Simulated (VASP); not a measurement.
# MoS2 (P-3m1) in VASP: a series of runs

The runs below take MoS2 through single point, with PBE+U.

Everything below comes from runs of VASP 6.6.1. Logs are shortened: lines on timing, memory, paths and dates and some standing lists are left out, and cuts for length are marked.

## (1) Starting point

It takes space group P-3m1 (No. 164, trigonal). Conventional cell: a = 3.564 Å, b = 3.564 Å, c = 5.749 Å, α = 90.00°, β = 90.00°, γ = 120.00°. Mo (site symmetry -3m) is surrounded by 6 S at 2.52 Å. S (site symmetry 3m) has 3 Mo at 2.52 Å as nearest neighbours.

Measurements of this composition are mostly on another form, of space group No. 194.

## (2) Single point, PBE+U, collinear spin, ferromagnetic start

INCAR reads:

```
PREC = Accurate
ENCUT = 520
EDIFF = 1E-6
ISMEAR = 0
SIGMA = 0.05
LREAL = F
LASPH = T
NELM = 80
ALGO = Normal
ISIF = 2
LWAVE = F
LCHARG = F
ISPIN = 2
MAGMOM = 1 0 0
LORBIT = 11
NUPDOWN = 4
LMAXMIX = 4
LDAU = T
LDAUTYPE = 2
LDAUL = 2 -1
LDAUU = 3 0
LDAUJ = 0 0
LDAUPRINT = 1
GGA = PE
NBANDS = 24
```

KPOINTS reads:

```
regular mesh
0
Gamma
  6 6 4
```

POSCAR reads:

```
MoS2
1.0
    3.5639467600      0.0000000000      0.0000000000
   -1.7819733800      3.0864684300      0.0000000000
    0.0000000000      0.0000000000      5.7493858200
Mo S
1 2
Direct
    0.0000000000      0.0000000000      0.0000000000
    0.3333333333      0.6666666667      0.2520000000
    0.6666666667      0.3333333333      0.7480000000
```

Potentials or basis: VASP PAW PBE potentials, release 64 (Mo_sv, S).

Started as:

```
$ cat potpaw_PBE.64/Mo_sv/POTCAR potpaw_PBE.64/S/POTCAR > POTCAR
$ mpirun -np 1 vasp_std > vasp.out
```

OUTCAR:

```text
PREC = Accurate
   ENCUT = 520
   EDIFF = 1E-6
   ISMEAR = 0
   LREAL = F
   LASPH = T
   NELM = 80
   ISIF = 2
   ISPIN = 2
   LORBIT = 11
   NUPDOWN = 4
   GGA = PE

 ion  position               nearest neighbor table
   1  0.000  0.000  0.000-   2 2.52   3 2.52   3 2.52   2 2.52   3 2.52   2 2.52
   2  0.333  0.667  0.252-   1 2.52   1 2.52   1 2.52
   3  0.667  0.333  0.748-   1 2.52   1 2.52   1 2.52

  LATTYP: Found a hexagonal cell.
 ALAT       =     3.5639467600
 C/A-ratio  =     1.6132075497

  Lattice vectors:

 A1 = (   3.5639467600,   0.0000000000,   0.0000000000)
 A2 = (  -1.7819733800,   3.0864684300,   0.0000000000)
 A3 = (   0.0000000000,   0.0000000000,   5.7493858200)

Analysis of symmetry for initial positions (statically):
=====================================================================
 Subroutine PRICEL returns:
 Original cell was already a primitive cell.

 Routine SETGRP: Setting up the symmetry group for a
 hexagonal supercell.

 Subroutine GETGRP returns: Found 12 space group operations
 (whereof 12 operations were pure point group operations)
 out of a pool of 24 trial point group operations.

The static configuration has the point symmetry D_3d.

Analysis of symmetry for dynamics (positions and initial velocities):
=====================================================================
 Subroutine PRICEL returns:
 Original cell was already a primitive cell.

 Routine SETGRP: Setting up the symmetry group for a
 hexagonal supercell.

 Subroutine GETGRP returns: Found 12 space group operations
 (whereof 12 operations were pure point group operations)
 out of a pool of 24 trial point group operations.

The dynamic configuration has the point symmetry D_3d.

Analysis of structural, dynamic, and magnetic symmetry:
=====================================================================
 Subroutine PRICEL returns:
 Original cell was already a primitive cell.

 Routine SETGRP: Setting up the symmetry group for a
 hexagonal supercell.

 Subroutine GETGRP returns: Found 12 space group operations
 (whereof 12 operations were pure point group operations)
 out of a pool of 24 trial point group operations.

The overall configuration has the point symmetry D_3d.

 Subroutine INISYM returns: Found 12 space group operations
 (whereof 12 operations are pure point group operations),
 and found     1 'primitive' translations

----------------------------------------------------------------------------------------

                                     Primitive cell

  volume of cell :      63.2433

  direct lattice vectors                    reciprocal lattice vectors
     3.563946760  0.000000000  0.000000000     0.280587805  0.161997445  0.000000000
    -1.781973380  3.086468430  0.000000000     0.000000000  0.323994890  0.000000000
     0.000000000  0.000000000  5.749385820     0.000000000  0.000000000  0.173931622

  length of vectors
     3.563946760  3.563946758  5.749385820     0.323994890  0.323994890  0.173931622

  position of ions in fractional coordinates (direct lattice)
     0.000000000  0.000000000  0.000000000
     0.333333333  0.666666667  0.252000000
     0.666666667  0.333333333  0.748000000

  ion indices of the primitive-cell ions
   primitive index   ion index
                 1           1
                 2           2
                 3           3

[... 91 lines left out ...]
  volume/ion in A,a.u.               =      21.08       142.26
  Fermi-wavevector in a.u.,A,eV,Ry     =   1.217291  2.300347 20.161081  1.481798
  Thomas-Fermi vector in A             =   2.352616
   LORBIT       =     11    0 simple, 1 ext, 2 COOP (PROOUT), +10 PAW based schemes
 LDA+U is selected, type is set to LDAUTYPE =  2
   angular momentum for each species LDAUL =     2   -1
   U (eV)           for each species LDAUU =   3.0  0.0
   J (eV)           for each species LDAUJ =   0.0  0.0
   GGA     = PE    functional components
   LHFCALC =     F    Hartree Fock is set to
   AEXX    =    0.0000 exact exchange contribution
   IVDW    =     0    specifies the selected vdW correction
   LEPSILON=     F    determine dielectric tensor
   LRPA    =     F    only Hartree local field effects (RPA)
 spin polarized calculation
 Gauss-broadening in eV      SIGMA  =   0.05
  energy-cutoff  :      520.00
  volume of cell :       63.24
 maximum number of plane-waves:      1737
 NGX is ok and might be reduce to    28
   NGX = 13   NGY = 13   NGZ = 21

 number of electron      25.9999997 magnetization       3.6125235

 Free energy of the ion-electron system (eV)
  ---------------------------------------------------
  ext. energy  EPLUGINS =         0.00000000
  ---------------------------------------------------
  free energy    TOTEN  =       -14.63247221 eV

  energy without entropy =      -14.62911205  energy(sigma->0) =      -14.63079213

atom =   1  type =  1  l = 2

 onsite density matrix

spin component  1

  0.6979 -0.0000 -0.0000  0.2320 -0.0000
 -0.0000  0.4851 -0.0000  0.0000  0.2320
 -0.0000 -0.0000  0.8524 -0.0000 -0.0000
  0.2320  0.0000 -0.0000  0.4851  0.0000
 -0.0000  0.2320 -0.0000  0.0000  0.6979

spin component  2

  0.1226  0.0000  0.0000 -0.0946  0.0000
  0.0000  0.1838  0.0000  0.0000 -0.0946
  0.0000  0.0000  0.0585 -0.0000 -0.0000
 -0.0946  0.0000 -0.0000  0.1838  0.0000
  0.0000 -0.0946 -0.0000  0.0000  0.1226

 occupancies and eigenvectors

  o =  0.0538  v =  0.0000  0.0000  0.0000  0.0000  0.0000  0.0000 -0.5883 -0.0000  0.0000 -0.8086      0.0000  0.0000  0.0000  0.0000  0.0000  0.0000  0.0000  0.0000  0.0000  0.0000
  o =  0.0538  v =  0.0000  0.0000  0.0000  0.0000  0.0000 -0.8086 -0.0000 -0.0000 -0.5883 -0.0000      0.0000  0.0000  0.0000  0.0000  0.0000  0.0000  0.0000  0.0000  0.0000  0.0000
  o =  0.0585  v =  0.0000  0.0000  0.0000  0.0000  0.0000 -0.0000 -0.0000  1.0000 -0.0000 -0.0000      0.0000  0.0000  0.0000  0.0000  0.0000  0.0000  0.0000  0.0000  0.0000  0.0000
  o =  0.2526  v =  0.0000  0.0000  0.0000  0.0000  0.0000  0.0000 -0.8086 -0.0000 -0.0000  0.5883      0.0000  0.0000  0.0000  0.0000  0.0000  0.0000  0.0000  0.0000  0.0000  0.0000
  o =  0.2526  v =  0.0000  0.0000  0.0000  0.0000  0.0000 -0.5883 -0.0000 -0.0000  0.8086  0.0000      0.0000  0.0000  0.0000  0.0000  0.0000  0.0000  0.0000  0.0000  0.0000  0.0000
  o =  0.3363  v =  0.0000  0.8417 -0.0000  0.0000 -0.5399  0.0000  0.0000  0.0000  0.0000  0.0000      0.0000  0.0000  0.0000  0.0000  0.0000  0.0000  0.0000  0.0000  0.0000  0.0000
  o =  0.3363  v =  0.5399  0.0000  0.0000 -0.8417  0.0000  0.0000  0.0000  0.0000  0.0000  0.0000      0.0000  0.0000  0.0000  0.0000  0.0000  0.0000  0.0000  0.0000  0.0000  0.0000
  o =  0.8467  v =  0.0000  0.5399  0.0000  0.0000  0.8417  0.0000  0.0000  0.0000  0.0000  0.0000      0.0000  0.0000  0.0000  0.0000  0.0000  0.0000  0.0000  0.0000  0.0000  0.0000
  o =  0.8467  v = -0.8417  0.0000  0.0000 -0.5399  0.0000  0.0000  0.0000  0.0000  0.0000  0.0000      0.0000  0.0000  0.0000  0.0000  0.0000  0.0000  0.0000  0.0000  0.0000  0.0000
  o =  0.8524  v =  0.0000  0.0000 -1.0000  0.0000  0.0000  0.0000  0.0000  0.0000  0.0000  0.0000      0.0000  0.0000  0.0000  0.0000  0.0000  0.0000  0.0000  0.0000  0.0000  0.0000

 number of electron      25.9999997 magnetization       3.9999621

 Free energy of the ion-electron system (eV)
  ---------------------------------------------------
  ext. energy  EPLUGINS =         0.00000000
  ---------------------------------------------------
  free energy    TOTEN  =       -16.13967779 eV

  energy without entropy =      -16.13618762  energy(sigma->0) =      -16.13793270

 E-fermi :   3.8404     XC(G=0):  -9.9756

 val. band max:        5.7140462163   @ k =   0.1667  -0.0000   0.5000
 cond. band min:       3.8498086081   @ k =   0.3333  -0.0000   0.0000
 fundamental gap:     -1.8642376082
 Fermi energy:         6.1279578119

 spin component 1

 k-point     1 :       0.0000    0.0000    0.0000
  band No.  band energies     occupation
      1     -55.9283      1.00000
      2     -30.1499      1.00000
      3     -30.0706      1.00000
      4     -30.0706      1.00000
      5      -8.6106      1.00000
      6      -7.0469      1.00000
[... 637 lines left out ...]
     23      15.6575      0.00000
     24      16.1407      0.00000
 Fermi energy:         3.8403684251

 spin component 2

 k-point     1 :       0.0000    0.0000    0.0000
  band No.  band energies     occupation
      1     -54.2450      1.00000
      2     -28.3122      1.00000
      3     -28.1951      1.00000
      4     -28.1951      1.00000
      5      -8.0475      1.00000
      6      -6.5152      1.00000
[... 637 lines left out ...]
     23      16.1948      0.00000
     24      16.9719      0.00000

------------------------ aborting loop because EDIFF is reached ----------------------------------------

  FORCE on cell =-STRESS in cart. coord.  units (eV):
  Direction    XX          YY          ZZ          XY          YZ          ZX
  --------------------------------------------------------------------------------------
  -------------------------------------------------------------------------------------
  Total        2.4448047      2.4448047      0.0689177      0.0000000      0.0000000      0.0000000
  in kB       61.9355877     61.9355876      1.7459289      0.0000000      0.0000000      0.0000000
  external PRESSURE =      41.8723681 kB  Pullay stress =       0.0000000 kB

 VOLUME and BASIS-vectors are now :
 -----------------------------------------------------------------------------
  energy-cutoff  :      520.00
  volume of cell :       63.24
      direct lattice vectors                 reciprocal lattice vectors
     3.563946760  0.000000000  0.000000000     0.280587805  0.161997445  0.000000000
    -1.781973380  3.086468430  0.000000000     0.000000000  0.323994890  0.000000000
     0.000000000  0.000000000  5.749385820     0.000000000  0.000000000  0.173931622

 POSITION                                       TOTAL-FORCE (eV/Angst)
 -----------------------------------------------------------------------------------
      0.00000      0.00000      0.00000        -0.000000      0.000000      0.000000
     -0.00000      2.05765      1.44885        -0.000000      0.000000     -0.111230
      1.78197      1.02882      4.30054         0.000000      0.000000      0.111230
 -----------------------------------------------------------------------------------
    total drift:                                0.000000     -0.000000      0.000000

  FREE ENERGIE OF THE ION-ELECTRON SYSTEM (eV)
  ---------------------------------------------------
  free  energy   TOTEN  =       -16.1396777902 eV

  energy  without entropy=      -16.1361876169  energy(sigma->0) =      -16.13793270

 total charge

# of ion       s       p       d       tot
------------------------------------------
    1        2.261   6.138   3.846  12.246
    2        1.356   2.321   0.000   3.677
    3        1.356   2.321   0.000   3.677
--------------------------------------------------
tot          4.974  10.780   3.846  19.600

 magnetization (x)

# of ion       s       p       d       tot
------------------------------------------
    1        0.040   0.045   2.529   2.614
    2        0.012   0.327   0.000   0.339
    3        0.012   0.327   0.000   0.339
--------------------------------------------------
tot          0.064   0.698   2.529   3.292
```

It took 35 s on 1 thread of Intel Xeon 6975P-C (Granite Rapids), shared host; peak memory 0.24 GiB.

Results:

```
Free energy                                           : -16.1397 eV
Pressure                                              : 4.2 GPa
Largest force                                         : 0.111 eV/Å
Net moment                                            : 4.00 μB per cell
Site moments                                          : Mo +2.61; S +0.34 μB
Valence electrons inside the program's atomic spheres : Mo 12.25; S 3.68
```

Forces in eV/Å, atoms in the order of the input:
```
Mo   0.000  0.000  0.000
S    0.000  0.000 -0.111
S    0.000  0.000  0.111
```

Stress tensor (GPa, compression positive):
```
6.19 0.00 0.00
0.00 6.19 0.00
0.00 0.00 0.17
```

Eigenvalues of the final occupation matrices:
```tsv
site	spin	trace	eigenvalues
site 1 d	1	3.22	0.34 0.34 0.85 0.85 0.85
site 1 d	2	0.67	0.05 0.05 0.06 0.25 0.25
```

Caveat: the moment is held away from its start; this functional lacks dispersion, which binds the layers, so the pressure and a relaxed spacing across them are unreliable; the total moment is fixed, so each spin has its own Fermi level.

## (3) Single point, PBE+U, collinear spin, ferromagnetic start

INCAR: that of step 2 with these lines changed.

```diff
@@ -8,3 +8,3 @@
 NELM = 80
-ALGO = Normal
+ALGO = Fast
 ISIF = 2
@@ -15,3 +15,2 @@
 LORBIT = 11
-NUPDOWN = 4
 LMAXMIX = 4
@@ -20,3 +19,3 @@
 LDAUL = 2 -1
-LDAUU = 3 0
+LDAUU = 6 0
 LDAUJ = 0 0
```

KPOINTS reads:

```
Automatic mesh
0
Gamma
  6 6 4
```

POSCAR is that of step 2.

Potentials or basis: VASP PAW PBE potentials, release 64 (Mo_sv, S).

Started as:

```
$ cat potpaw_PBE.64/Mo_sv/POTCAR potpaw_PBE.64/S/POTCAR > POTCAR
$ mpirun -np 1 vasp_std > vasp.out
```

OUTCAR:

```text
PREC = Accurate
   ENCUT = 520
   EDIFF = 1E-6
   ISMEAR = 0
   LREAL = F
   LASPH = T
   NELM = 80
   ISIF = 2
   ISPIN = 2
   LORBIT = 11
   GGA = PE

 ion  position               nearest neighbor table
   1  0.000  0.000  0.000-   2 2.52   3 2.52   3 2.52   2 2.52   3 2.52   2 2.52
   2  0.333  0.667  0.252-   1 2.52   1 2.52   1 2.52
   3  0.667  0.333  0.748-   1 2.52   1 2.52   1 2.52

  LATTYP: Found a hexagonal cell.
 ALAT       =     3.5639467600
 C/A-ratio  =     1.6132075497

  Lattice vectors:

 A1 = (   3.5639467600,   0.0000000000,   0.0000000000)
 A2 = (  -1.7819733800,   3.0864684300,   0.0000000000)
 A3 = (   0.0000000000,   0.0000000000,   5.7493858200)

Analysis of symmetry for initial positions (statically):
=====================================================================
 Subroutine PRICEL returns:
 Original cell was already a primitive cell.

 Routine SETGRP: Setting up the symmetry group for a
 hexagonal supercell.

 Subroutine GETGRP returns: Found 12 space group operations
 (whereof 12 operations were pure point group operations)
 out of a pool of 24 trial point group operations.

The static configuration has the point symmetry D_3d.

Analysis of symmetry for dynamics (positions and initial velocities):
=====================================================================
 Subroutine PRICEL returns:
 Original cell was already a primitive cell.

 Routine SETGRP: Setting up the symmetry group for a
 hexagonal supercell.

 Subroutine GETGRP returns: Found 12 space group operations
 (whereof 12 operations were pure point group operations)
 out of a pool of 24 trial point group operations.

The dynamic configuration has the point symmetry D_3d.

Analysis of structural, dynamic, and magnetic symmetry:
=====================================================================
 Subroutine PRICEL returns:
 Original cell was already a primitive cell.

[... 191 lines left out ...]
  ---------------------------------------------------
  free energy    TOTEN  =       -14.98823959 eV

  energy without entropy =      -14.98662529  energy(sigma->0) =      -14.98743244

 E-fermi :   4.7763     XC(G=0):  -9.9861

 val. band max:        4.7373645486   @ k =   0.3333   0.1667   0.2500
 cond. band min:       4.8245855875   @ k =   0.0000   0.3333   0.2500
 fundamental gap:      0.0872210389
 Fermi energy:         4.7762603818

 spin component 1

 k-point     1 :       0.0000    0.0000    0.0000
  band No.  band energies     occupation
      1     -56.6764      1.00000
      2     -30.8416      1.00000
      3     -30.7843      1.00000
      4     -30.7843      1.00000
      5      -8.1408      1.00000
      6      -6.4888      1.00000
[... 637 lines left out ...]
     23      15.9399      0.00000
     24      16.4021      0.00000
 Fermi energy:         4.7762603818

 spin component 2

 k-point     1 :       0.0000    0.0000    0.0000
  band No.  band energies     occupation
      1     -55.0198      1.00000
      2     -28.9972      1.00000
      3     -28.9378      1.00000
      4     -28.9378      1.00000
      5      -8.3706      1.00000
      6      -6.8562      1.00000
[... 637 lines left out ...]
     23      16.0571      0.00000
     24      16.6933      0.00000

------------------------ aborting loop because EDIFF is reached ----------------------------------------

  FORCE on cell =-STRESS in cart. coord.  units (eV):
  Direction    XX          YY          ZZ          XY          YZ          ZX
  --------------------------------------------------------------------------------------
  -------------------------------------------------------------------------------------
  Total        1.0455111      1.0455111     -0.0201846      0.0000000      0.0000000      0.0000000
  in kB       26.4865104     26.4865103     -0.5113480      0.0000000      0.0000000      0.0000000
  external PRESSURE =      17.4872242 kB  Pullay stress =       0.0000000 kB

 VOLUME and BASIS-vectors are now :
 -----------------------------------------------------------------------------
  energy-cutoff  :      520.00
  volume of cell :       63.24
      direct lattice vectors                 reciprocal lattice vectors
     3.563946760  0.000000000  0.000000000     0.280587805  0.161997445  0.000000000
    -1.781973380  3.086468430  0.000000000     0.000000000  0.323994890  0.000000000
     0.000000000  0.000000000  5.749385820     0.000000000  0.000000000  0.173931622

 POSITION                                       TOTAL-FORCE (eV/Angst)
 -----------------------------------------------------------------------------------
      0.00000      0.00000      0.00000         0.000000      0.000000      0.000000
     -0.00000      2.05765      1.44885         0.000000     -0.000000      0.081589
      1.78197      1.02882      4.30054        -0.000000      0.000000     -0.081589
 -----------------------------------------------------------------------------------
    total drift:                                0.000000     -0.000000      0.000000

  FREE ENERGIE OF THE ION-ELECTRON SYSTEM (eV)
  ---------------------------------------------------
  free  energy   TOTEN  =       -14.9882395922 eV

  energy  without entropy=      -14.9866252866  energy(sigma->0) =      -14.98743244

 total charge

# of ion       s       p       d       tot
------------------------------------------
    1        2.277   6.152   3.713  12.141
    2        1.355   2.343   0.000   3.698
    3        1.355   2.343   0.000   3.698
--------------------------------------------------
tot          4.987  10.837   3.713  19.536

 magnetization (x)

# of ion       s       p       d       tot
------------------------------------------
    1        0.049   0.014   2.521   2.583
    2       -0.009  -0.268   0.000  -0.278
    3       -0.009  -0.268   0.000  -0.278
--------------------------------------------------
tot          0.030  -0.523   2.521   2.028
```

stdout:

```text
POSCAR found type information on POSCAR MoS
 POSCAR found :  2 types and       3 ions
 scaLAPACK will be used
 LDA part: xc-table for (Slater+PW92), standard interpolation
 POSCAR, INCAR and KPOINTS ok, starting setup
 FFT: planning ... GRIDC
 FFT: planning ... GRID_SOFT
 FFT: planning ... GRID
 WAVECAR not read
 entering main loop
```

Run time: 46 s. Hardware: 1 thread of Intel Xeon 6975P-C (Granite Rapids), shared host; peak memory 0.24 GiB.

Results:

* Free energy: -14.9882 eV
* Pressure: 1.7 GPa
* Largest force: 0.082 eV/Å
* Band gap on the k mesh: none (metal or under the smearing width)
* Net moment: 2.01 μB per cell
* Site moments: Mo +2.58; S -0.28 μB
* Valence electrons inside the program's atomic spheres: Mo 12.14; S 3.70

Forces in eV/Å, atoms in the order of the input:
```
Mo   0.000  0.000  0.000
S    0.000  0.000  0.082
S    0.000  0.000 -0.082
```

Stress tensor (GPa, compression positive):
```
 2.65  0.00  0.00
 0.00  2.65  0.00
 0.00  0.00 -0.05
```

Eigenvalues of the final occupation matrices:
| site | spin | trace | eigenvalues |
| --- | --- | --- | --- |
| site 1 d | 1 | 3.15 | 0.38 0.38 0.79 0.79 0.81 |
| site 1 d | 2 | 0.61 | 0.05 0.05 0.05 0.23 0.23 |

Caveat: this functional lacks dispersion, which binds the layers, so the pressure and a relaxed spacing across them are unreliable.

(Continued in part 2 of 2.)
